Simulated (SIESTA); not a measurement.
## Au under changes of volume

One of the cells (16.855 Å³/atom); the others are scaled copies at fixed shape and fractional positions:

```xyz
1
Lattice="0.0000 2.0350 2.0350 2.0350 0.0000 2.0350 2.0350 2.0350 0.0000" Properties=species:S:1:pos:R:3 pbc="T T T"
Au    0.0000    0.0000    0.0000
```

```yaml
Program: SIESTA 5.4.2
Functional: PBE
Potentials_or_basis: SG15 1.2 (PBE files) or PseudoDojo by element
Basis: DZP (energy shift 0.002 Ry)
Grid_cutoff: 800 Ry
Energy_shift: 0.002 Ry
k_mesh: 11 × 11 × 11
Occupations: fermi-dirac, width 0.05 eV
Spin: no spin polarisation
```

```tsv
volume (Å³/atom)	energy over the lowest point (meV/atom)	pressure (GPa)
15.843	?	?
16.181	110.18	21.6
16.518	70.63	16.3
16.855	40.57	12.0
17.192	19.66	8.1
17.529	6.25	4.5
17.866	0.00	1.5
```

Question: What does the run at 15.843 Å³/atom give?

Answer: Energy over the lowest point 161.19 meV/atom; pressure 26.7 GPa.

Worked out: A Birch-Murnaghan fit of order 3 (a polynomial in V^(-2/3)) to the other rows has its minimum at 18.03 Å³/atom, just outside them, with B0 = V·E''(V) = 151 GPa and B' = 4.9. It gives 160.94 meV/atom at 15.843 Å³/atom, against the run's 161.19, and -dE/dV = 26.9 GPa, against 26.7.

Energies are extrapolated to zero smearing.

Caveats: semicore shells carry a single zeta, which can move pressures by several GPa and volumes by a few percent; the basis of atomic orbitals isn't converged, which shifts pressures, moduli and gaps.
